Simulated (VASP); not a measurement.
## C (Diamond): how cutoff and mesh change the relaxed cell

Aim: test the relaxed volume of C (Diamond) against cutoff and mesh. The starting structure is a measured crystal structure from the Crystallography Open Database. The first relaxation on each setting starts from this cell expanded by 3 % in volume.

Calculated with VASP 6.6.1; Kohn-Sham DFT with plane waves and PAW; PBEsol.

**1. Starting point**

It takes space group Fd-3m (No. 227, cubic). Conventional cell: a = 3.567 Å, b = 3.567 Å, c = 3.567 Å, α = 90.00°, β = 90.00°, γ = 90.00°. Nearest to C lie 4 C at 1.54 Å.

Structure file:

```cif
data_structure
_symmetry_space_group_name_H-M 'Fd-3m:1'
_symmetry_Int_Tables_number 227
_cell_length_a 3.5667
_cell_length_b 3.5667
_cell_length_c 3.5667
_cell_angle_alpha 90.000
_cell_angle_beta 90.000
_cell_angle_gamma 90.000
_cell_volume 45.37
loop_
_atom_site_label
_atom_site_type_symbol
_atom_site_symmetry_multiplicity
_atom_site_Wyckoff_symbol
_atom_site_fract_x
_atom_site_fract_y
_atom_site_fract_z
_atom_site_occupancy
C1 C 8 a 0.25000 0.25000 0.25000 1
```

**2. Reference relaxation**

This run starts from the cell of an earlier relaxation, which isn't shown; the restart sets up the plane waves anew.

File INCAR:

```
SYSTEM = C
PREC = Accurate
ENCUT = 520
EDIFF = 1E-06
NELM = 100
ISMEAR = 0
SIGMA = 0.03
LREAL = .FALSE.
ALGO = Normal
GGA = PS
NBANDS = 10
LORBIT = 11
LWAVE = .FALSE.
LCHARG = .FALSE.
KPAR = 4
IBRION = 2
NSW = 50
ISIF = 3
EDIFFG = -0.006
```

File POSCAR:

```
C
1.0
    0.0000000000      1.7780041373      1.7780041373
    1.7780041373      0.0000000000      1.7780041373
    1.7780041373      1.7780041373      0.0000000000
C
2
Direct
    0.7500000000      0.7500000000      0.7500000000
    0.5000000000      0.5000000000      0.5000000000
```

File KPOINTS:

```
Automatic mesh
0
Gamma
10 10 10
0 0 0
```

The projector-augmented-wave data sets are C (PBE family, release 64).

Launch:

```sh
> mpirun -np 4 vasp_std
```

The log of the run:

```text
[banner, memory and clock lines left out]
running    4 mpi-ranks, on    1 nodes
 distrk:  each k-point on    1 cores,    4 groups
 distr:  one band on    1 cores,    1 groups

 POSCAR found type information on POSCAR C
 POSCAR found :  1 types and       2 ions
|                                                                             |
|               ----> ADVICE to this user running VASP <----                  |
|                                                                             |
|     You enforced a specific xc type in the INCAR file but a different       |
|     [... a line on the potential file left out ...]
|     I HOPE YOU KNOW WHAT YOU ARE DOING!                                     |
|                                                                             |

 LDA part: xc-table for (Slater+PW92), standard interpolation
 POSCAR, INCAR and KPOINTS ok, starting setup
 FFT: planning ... GRIDC
 FFT: planning ... GRID_SOFT
 FFT: planning ... GRID
 WAVECAR not read
 entering main loop
       N       E                     dE             d eps       ncg     rms          rms(c)
DAV:   1     0.136320936370E+01    0.13632E+01   -0.47745E+03   978   0.763E+02
DAV:   2    -0.195458857873E+02   -0.20909E+02   -0.20088E+02  1206   0.136E+02
DAV:   3    -0.199299517080E+02   -0.38407E+00   -0.38311E+00  1132   0.147E+01
DAV:   4    -0.199306057109E+02   -0.65400E-03   -0.65398E-03  1032   0.714E-01
DAV:   5    -0.199306064071E+02   -0.69624E-06   -0.69636E-06  1076   0.234E-02    0.566E+00
DAV:   6    -0.194252476111E+02    0.50536E+00   -0.27804E-01   972   0.388E+00    0.334E+00
DAV:   7    -0.192492276909E+02    0.17602E+00   -0.32978E-01  1022   0.427E+00    0.703E-01
DAV:   8    -0.192497367946E+02   -0.50910E-03   -0.68123E-03   990   0.703E-01    0.287E-02
DAV:   9    -0.192497522313E+02   -0.15437E-04   -0.15991E-05  1134   0.381E-02    0.206E-02
DAV:  10    -0.192497598853E+02   -0.76540E-05   -0.33522E-06   992   0.176E-02    0.424E-03
DAV:  11    -0.192497597428E+02    0.14256E-06   -0.65433E-08   530   0.247E-03
   1 F= -.19249760E+02 E0= -.19249760E+02  d E =-.192498E+02
 curvature:   0.00 expect dE= 0.000E+00 dE for cont linesearch  0.000E+00
 trial: gam= 0.00000 g(F)=  0.315E-48 g(S)=  0.239E-04 ort = 0.000E+00 (trialstep = 0.100E+01)
 search vector abs. value=  0.239E-04
 bond charge predicted
       N       E                     dE             d eps       ncg     rms          rms(c)
DAV:   1    -0.192497647715E+02   -0.48862E-05   -0.47851E-04  1014   0.193E-01    0.201E-02
DAV:   2    -0.192497588501E+02    0.59214E-05   -0.60267E-06  1026   0.207E-02    0.110E-02
DAV:   3    -0.192497563110E+02    0.25391E-05   -0.40074E-06   978   0.146E-02    0.162E-03
DAV:   4    -0.192497562814E+02    0.29598E-07   -0.47822E-08   476   0.211E-03
   2 F= -.19249756E+02 E0= -.19249756E+02  d E =0.346131E-05
 trial-energy change:    0.000003  1 .order    0.000003   -0.000024    0.000031
 step:   0.4384(harm=  0.4384)  dis= 0.00000  next Energy=   -19.249765 (dE=-0.524E-05)
 bond charge predicted
       N       E                     dE             d eps       ncg     rms          rms(c)
DAV:   1    -0.192497672229E+02   -0.10912E-04   -0.14969E-04  1014   0.108E-01    0.112E-02
DAV:   2    -0.192497654605E+02    0.17624E-05   -0.18758E-06   958   0.115E-02    0.618E-03
DAV:   3    -0.192497648459E+02    0.61458E-06   -0.12327E-06   734   0.815E-03
   3 F= -.19249765E+02 E0= -.19249765E+02  d E =-.510316E-05
 curvature:  -0.22 expect dE=-0.893E-10 dE for cont linesearch -0.893E-10
 trial: gam=-0.00411 g(F)=  0.166E-47 g(S)=  0.408E-09 ort = 0.987E-07 (trialstep = 0.888E+00)
 search vector abs. value=  0.100E-09
 reached required accuracy - stopping structural energy minimisation
```

It took 4.4 s on 4 MPI ranks of Intel Xeon Platinum 8259CL at 2.50GHz (Skylake/Cascade Lake), shared host; peak memory 0.47 GiB; 15 s of CPU time.

The logs omit lines about the potential files and the build; timing stands in the text.

From OUTCAR (step 2):

```text
ion  position               nearest neighbor table
   1  0.750  0.750  0.750-   2 1.54   2 1.54   2 1.54   2 1.54
   2  0.500  0.500  0.500-   1 1.54   1 1.54   1 1.54   1 1.54

  LATTYP: Found a face centered cubic cell.
 ALAT       =     3.5560082746

 Subroutine GETGRP returns: Found 48 space group operations
 (whereof 24 operations were pure point group operations)

The static configuration has the point symmetry T_d .
 The point group associated with its full space group is O_h .

 Found     47 irreducible k-points:

   k-points           NKPTS =     47   k-points in BZ     NKDIM =     47   number of bands    NBANDS=     10

   dimension x,y,z NGX =    20 NGY =   20 NGZ =   20
   dimension x,y,z NGXF=    40 NGYF=   40 NGZF=   40

   ENCUT  =  520.0 eV  38.22 Ry    6.18 a.u.   4.68  4.68  4.68*2*pi/ulx,y,z

   NELECT =       8.0000    total number of electrons

 k-points in reciprocal lattice and weights: Automatic mesh
   0.00000000  0.00000000  0.00000000       0.001
   0.10000000  0.00000000  0.00000000       0.008
   0.20000000  0.00000000  0.00000000       0.008
   0.30000000  0.00000000  0.00000000       0.008
   0.40000000  0.00000000  0.00000000       0.008
   0.50000000  0.00000000  0.00000000       0.004
   0.10000000  0.10000000  0.00000000       0.006
   0.20000000  0.10000000  0.00000000       0.024
   0.30000000  0.10000000  0.00000000       0.024
[...]
-0.30000000  0.40000000  0.20000000       0.024
  -0.30000000  0.50000000  0.20000000       0.012

 average (electrostatic) potential at core
       1 -45.3593       2 -45.3593

 E-fermi :  10.0029

 k-point     1 :       0.0000    0.0000    0.0000
  band No.  band energies     occupation
      1     -11.8038      2.00000
      2       9.8323      2.00000
      3       9.8323      2.00000
      4       9.8323      2.00000
      5      15.3947      0.00000
      6      15.3947      0.00000
      7      15.3947      0.00000
      8      23.3944      0.00000
      9      28.8989      0.00000
    ...

 k-point     2 :       0.1000    0.0000    0.0000
  band No.  band energies     occupation
      1     -11.5246      2.00000
      2       8.1341      2.00000
      3       9.3775      2.00000
      4       9.3775      2.00000
      5      15.9909      0.00000
      6      15.9909      0.00000
      7      16.3585      0.00000
      8      23.6074      0.00000
      9      29.3542      0.00000
    ...

 k-point     3 :       0.2000    0.0000    0.0000
  band No.  band energies     occupation
      1     -10.6919      2.00000
      2       4.8959      2.00000
      3       8.4894      2.00000
      4       8.4894      2.00000
      5      17.1315      0.00000
      6      17.1315      0.00000
      7      17.6006      0.00000
      8      24.1884      0.00000
      9      30.1398      0.00000
    ...

  Total        0.0000750      0.0000750      0.0000750     -0.0000000     -0.0000000     -0.0000000
  in kB        0.0106897      0.0106897      0.0106897     -0.0000000     -0.0000000     -0.0000000
  external PRESSURE =       0.0106897 kB  Pullay stress =       0.0000000 kB

  energy-cutoff  :      520.00
  volume of cell :       11.25
      direct lattice vectors                 reciprocal lattice vectors
    -0.000000000  1.778345970  1.778345970    -0.281160139  0.281160139  0.281160139
     1.778345970  0.000000000  1.778345970     0.281160139 -0.281160139  0.281160139
     1.778345970  1.778345970  0.000000000     0.281160139  0.281160139 -0.281160139

 POSITION                                       TOTAL-FORCE (eV/Angst)
 -----------------------------------------------------------------------------------
      2.66752      2.66752      2.66752         0.000000     -0.000000     -0.000000
      1.77835      1.77835      1.77835        -0.000000      0.000000      0.000000
 -----------------------------------------------------------------------------------
    total drift:                                0.000000     -0.000000      0.000000

  FREE ENERGIE OF THE ION-ELECTRON SYSTEM (eV)
  ---------------------------------------------------
  free  energy   TOTEN  =       -19.2497648459 eV

  energy  without entropy=      -19.2497648459  energy(sigma->0) =      -19.24976485

 reached required accuracy - stopping structural energy minimisation

 total charge
# of ion       s       p       d       tot
------------------------------------------
    1        0.825   1.751   0.000   2.576
    2        0.825   1.751   0.000   2.576
--------------------------------------------------
tot          1.650   3.503   0.000   5.153

[... 3 further parts left out ...]
```

CONTCAR:

```
C
   1.00000000000000
    -0.0000000000000000    1.7783459698873250    1.7783459698873250
     1.7783459698873250    0.0000000000000000    1.7783459698873250
     1.7783459698873250    1.7783459698873250    0.0000000000000000
  C
     2
Direct
     0.7500000000000000    0.7500000000000000    0.7500000000000000
     0.5000000000000000    0.5000000000000000    0.5000000000000000
```

The PAW data sets were made with PBE, which is usual practice but a small mismatch for other functionals. The run keeps the 48 symmetry operations of its start, so it cannot find a distortion of lower symmetry.

The reference relaxation ends at 5.624 Å³ an atom. Pressures at 0.985 and 1.015 times this volume, from two more relaxations that aren't shown, give a bulk modulus of 451.2 GPa.

**3. Relaxation with a cutoff of 400 eV**

Against step 2 the input has ENCUT = 400. This run starts from the cell of an earlier relaxation, which isn't shown; the restart sets up the plane waves anew.

INCAR, as its differences from that of step 2:

```diff
@@ -2,3 +2,3 @@
 PREC = Accurate
-ENCUT = 520
+ENCUT = 400
 EDIFF = 1E-06
```

File POSCAR:

```
C
1.0
    0.0000000000      1.7739675518      1.7739675518
    1.7739675518      0.0000000000      1.7739675518
    1.7739675518      1.7739675518      0.0000000000
C
2
Direct
    0.7500000000      0.7500000000      0.7500000000
    0.5000000000      0.5000000000      0.5000000000
```

KPOINTS is that of step 2.

Launch:

```sh
> mpirun -np 4 vasp_std
```

The log of the run:

```text
[banner, memory and clock lines left out]
running    4 mpi-ranks, on    1 nodes
[...]
[... a notice as in an earlier step ...]

 LDA part: xc-table for (Slater+PW92), standard interpolation
 POSCAR, INCAR and KPOINTS ok, starting setup
[...]
entering main loop
       N       E                     dE             d eps       ncg     rms          rms(c)
DAV:   1    -0.563493235423E+01   -0.56349E+01   -0.42455E+03  1014   0.625E+02
DAV:   2    -0.197390558168E+02   -0.14104E+02   -0.13832E+02  1286   0.105E+02
DAV:   3    -0.199411002868E+02   -0.20204E+00   -0.20179E+00  1126   0.998E+00
DAV:   4    -0.199413426419E+02   -0.24236E-03   -0.24234E-03  1010   0.426E-01
[...]
DAV:   9    -0.192560803551E+02   -0.16035E-04   -0.15329E-05  1162   0.360E-02    0.209E-02
DAV:  10    -0.192560881495E+02   -0.77945E-05   -0.33026E-06   986   0.174E-02    0.450E-03
DAV:  11    -0.192560879984E+02    0.15118E-06   -0.66721E-08   550   0.246E-03
   1 F= -.19256088E+02 E0= -.19256088E+02  d E =-.192561E+02
[...]
N       E                     dE             d eps       ncg     rms          rms(c)
DAV:   1    -0.192561186443E+02   -0.30495E-04   -0.73682E-03  1008   0.737E-01    0.805E-02
DAV:   2    -0.192560295687E+02    0.89076E-04   -0.90345E-05  1020   0.787E-02    0.445E-02
DAV:   3    -0.192559936646E+02    0.35904E-04   -0.60109E-05   996   0.561E-02    0.633E-03
DAV:   4    -0.192559936970E+02   -0.32425E-07   -0.68676E-07   706   0.781E-03
   2 F= -.19255994E+02 E0= -.19255994E+02  d E =0.943013E-04
 trial-energy change:    0.000094  1 .order    0.000097   -0.000389    0.000583
 step:   0.4003(harm=  0.4003)  dis= 0.00000  next Energy=   -19.256166 (dE=-0.779E-04)
[...]
N       E                     dE             d eps       ncg     rms          rms(c)
DAV:   1    -0.192562123727E+02   -0.21871E-03   -0.26345E-03  1010   0.440E-01    0.484E-02
DAV:   2    -0.192561802118E+02    0.32161E-04   -0.32240E-05  1020   0.469E-02    0.268E-02
DAV:   3    -0.192561668583E+02    0.13353E-04   -0.21517E-05   996   0.336E-02    0.367E-03
DAV:   4    -0.192561667862E+02    0.72082E-07   -0.24593E-07   482   0.469E-03
   3 F= -.19256167E+02 E0= -.19256167E+02  d E =-.787879E-04
[...]
reached required accuracy - stopping structural energy minimisation
```

Elapsed: 2.2 s, on 4 MPI ranks; peak memory 0.42 GiB.

OUTCAR, selected parts (step 3):

```text
  Total       -0.0006439     -0.0006439     -0.0006439     -0.0000000      0.0000000     -0.0000000
  in kB       -0.0925978     -0.0925978     -0.0925978     -0.0000000      0.0000000     -0.0000000
  external PRESSURE =      -0.0925978 kB  Pullay stress =       0.0000000 kB

 POSITION                                       TOTAL-FORCE (eV/Angst)
 -----------------------------------------------------------------------------------
      2.65907      2.65907      2.65907         0.000000      0.000000     -0.000000
      1.77271      1.77271      1.77271        -0.000000     -0.000000      0.000000
 -----------------------------------------------------------------------------------
    total drift:                                0.000000      0.000000      0.000000

  FREE ENERGIE OF THE ION-ELECTRON SYSTEM (eV)
  ---------------------------------------------------
  free  energy   TOTEN  =       -19.2561667862 eV

  energy  without entropy=      -19.2561667862  energy(sigma->0) =      -19.25616679

[... 2 parts as in an earlier step ...]

[... 2 further parts left out ...]
[key lines of the parts left out:]
E-fermi :  10.1210
```

With a cutoff of 400 eV the cell ends at 5.571 Å³ an atom, -0.95 % from the reference; the bulk modulus is 469.7 GPa against 451.2 GPa.

**4. Relaxation with a 6×6×6 mesh**

Against step 2 the input has a 6×6×6 mesh. This run starts from the cell of an earlier relaxation, which isn't shown; the restart sets up the plane waves anew.

INCAR, as its differences from that of step 3:

```diff
@@ -2,3 +2,3 @@
 PREC = Accurate
-ENCUT = 400
+ENCUT = 520
 EDIFF = 1E-06
```

File POSCAR:

```
C
1.0
    0.0000000000      1.7781038049      1.7781038049
    1.7781038049      0.0000000000      1.7781038049
    1.7781038049      1.7781038049      0.0000000000
C
2
Direct
    0.7500000000      0.7500000000      0.7500000000
    0.5000000000      0.5000000000      0.5000000000
```

File KPOINTS:

```
Automatic mesh
0
Gamma
6 6 6
0 0 0
```

Launch:

```sh
> mpirun -np 4 vasp_std
```

The log of the run:

```text
[... set-up lines as in an earlier step ...]
 entering main loop
       N       E                     dE             d eps       ncg     rms          rms(c)
DAV:   1     0.142540049989E+01    0.14254E+01   -0.49241E+03   336   0.778E+02
DAV:   2    -0.195066622946E+02   -0.20932E+02   -0.20472E+02   432   0.135E+02
DAV:   3    -0.199225251244E+02   -0.41586E+00   -0.41517E+00   374   0.154E+01
DAV:   4    -0.199232798485E+02   -0.75472E-03   -0.75469E-03   348   0.782E-01
[...]
DAV:   9    -0.192399709263E+02   -0.16535E-04   -0.17373E-05   394   0.396E-02    0.205E-02
DAV:  10    -0.192399785826E+02   -0.76563E-05   -0.33955E-06   326   0.176E-02    0.446E-03
DAV:  11    -0.192399784295E+02    0.15310E-06   -0.73399E-08   180   0.260E-03
   1 F= -.19239978E+02 E0= -.19239978E+02  d E =-.192400E+02
[...]
N       E                     dE             d eps       ncg     rms          rms(c)
DAV:   1    -0.192399833701E+02   -0.47875E-05   -0.46921E-04   334   0.191E-01    0.199E-02
DAV:   2    -0.192399775652E+02    0.58049E-05   -0.58702E-06   340   0.205E-02    0.110E-02
DAV:   3    -0.192399750617E+02    0.25035E-05   -0.39303E-06   324   0.145E-02    0.160E-03
DAV:   4    -0.192399750317E+02    0.30029E-07   -0.47346E-08   160   0.208E-03
   2 F= -.19239975E+02 E0= -.19239975E+02  d E =0.339779E-05
 trial-energy change:    0.000003  1 .order    0.000003   -0.000023    0.000030
 step:   0.4384(harm=  0.4384)  dis= 0.00000  next Energy=   -19.239984 (dE=-0.515E-05)
[...]
N       E                     dE             d eps       ncg     rms          rms(c)
DAV:   1    -0.192399857729E+02   -0.10711E-04   -0.14672E-04   334   0.107E-01    0.111E-02
DAV:   2    -0.192399840405E+02    0.17324E-05   -0.18258E-06   306   0.114E-02    0.614E-03
DAV:   3    -0.192399834405E+02    0.60002E-06   -0.12029E-06   236   0.810E-03
   3 F= -.19239983E+02 E0= -.19239983E+02  d E =-.501105E-05
[...]
reached required accuracy - stopping structural energy minimisation
```

Run time: 2.2 s. Hardware: 4 MPI ranks; peak memory 0.46 GiB.

OUTCAR, selected parts (step 4):

```text
  Total        0.0000463      0.0000463      0.0000463      0.0000000      0.0000000      0.0000000
  in kB        0.0065870      0.0065870      0.0065870      0.0000000      0.0000000      0.0000000
  external PRESSURE =       0.0065870 kB  Pullay stress =       0.0000000 kB

 POSITION                                       TOTAL-FORCE (eV/Angst)
 -----------------------------------------------------------------------------------
      2.66766      2.66766      2.66766         0.000000     -0.000000      0.000000
      1.77844      1.77844      1.77844        -0.000000      0.000000     -0.000000
 -----------------------------------------------------------------------------------
    total drift:                                0.000000     -0.000000      0.000000

  FREE ENERGIE OF THE ION-ELECTRON SYSTEM (eV)
  ---------------------------------------------------
  free  energy   TOTEN  =       -19.2399834405 eV

  energy  without entropy=      -19.2399834405  energy(sigma->0) =      -19.23998344

[... 1 part as in an earlier step ...]

[... 3 further parts left out ...]
[key lines of the parts left out:]
E-fermi :  10.0411
```

With a 6×6×6 mesh the cell ends at 5.625 Å³ an atom, +0.02 % from the reference; the bulk modulus is 451.4 GPa against 451.2 GPa.

[end of part 1 of 2]

[Lines on the potential files, build, host, timing and source positions are cut from VASP's logs without a mark.]

[Logs are printed without paths, hosts, clocks, repeated set-up lines and the standing remarks that a program may print on its own settings, such as how far it seeks lower states.]

[Hosts, paths, dates, database ids (printed as entryN), source tags and the programs' standing remarks are cut or masked in the printed files.]
